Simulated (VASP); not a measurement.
GaP:

```
Ga P
1.0
     0.00000    2.72525    2.72525
     2.72525    0.00000    2.72525
     2.72525    2.72525    0.00000
Ga P
1 1
Direct
  0.00000 0.00000 0.00000
  0.75000 0.75000 0.75000
```

Program: VASP 6.6.1. Alike in all runs: potentials or basis VASP PAW PBE potentials, release 64 (Ga_d, P); cell as given; cutoff (eV) 520. Hardware: 1 thread of Intel(R) Xeon(R) Platinum 8488C (Sapphire Rapids), on a shared host.

Order these runs on this cell by their wall time, lowest first.
A. task band structure; level PBE0; spin off; k mesh 4 × 4 × 4; smearing fermi-dirac 0.05 eV; grid for exact exchange (PRECFOCK) Fast; exchange at q = 0 default; mesh quality coarse
B. task band structure; level PBE; spin off; k mesh 8 × 8 × 8; smearing fermi-dirac 0.05 eV; mesh quality not flagged
C. task band structure; level PBE; spin SOC, no magnetisation; k mesh 6 × 6 × 6; smearing fermi-dirac 0.05 eV; mesh quality not flagged
D. task single point; level PBE; spin off; k mesh 8 × 8 × 8; smearing gaussian 0.014 eV; mesh quality not flagged

D (12 s), B (71 s), C (230 s), A (560 s).

Caveats: some runs use coarse meshes; an unscreened hybrid on a path of extra k points without a Coulomb cutoff has errors near the mesh points, so the bands along the path aren't reliable (some runs).
